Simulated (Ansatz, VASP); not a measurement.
**CsI in VASP and in Ansatz**

```
Cs I
1.0
     4.56670    0.00000    0.00000
     0.00000    4.56670    0.00000
     0.00000    0.00000    4.58953
Cs I
1 1
Cartesian
  0.0000 0.0000 0.0000
  2.2833 2.2833 2.2948
```

Change from the starting cell: strain +0.0050 x Voigt [0, 0, 1, 0, 0, 0], atoms carried along.

Alike in both runs: task single point; functional LDA; k mesh 6 × 6 × 6; occupations gaussian, width 0.05 eV; no spin polarisation.

```csv
,VASP,Ansatz
version,VASP 6.6.1,Ansatz 0.2.0
potentials or method,"VASP PAW LDA potentials, release 64 (Cs_sv, I)","scalar-relativistic, plane waves, PAW"
plane-wave cutoff (eV),520,420
valence electrons in the cell,16,26
```

|  | VASP | Ansatz | Ansatz less VASP |
| --- | --- | --- | --- |
| gap on the k mesh at the Fermi level (eV) | 3.51 | 3.51 | -0.007 |
| least direct gap on the mesh (eV) | 3.60 | 3.59 | -0.010 |
| pressure (GPa) | -1.4 | -1.5 | -0.04 |
| largest component of the traceless stress (GPa) | 0.06 | 0.06 | 0.000 |

The two sets of potentials don't hold the same shells in valence.

Caveats: spin-orbit coupling is left out, which moves the levels of the heavy elements. A k mesh can miss the band edges.
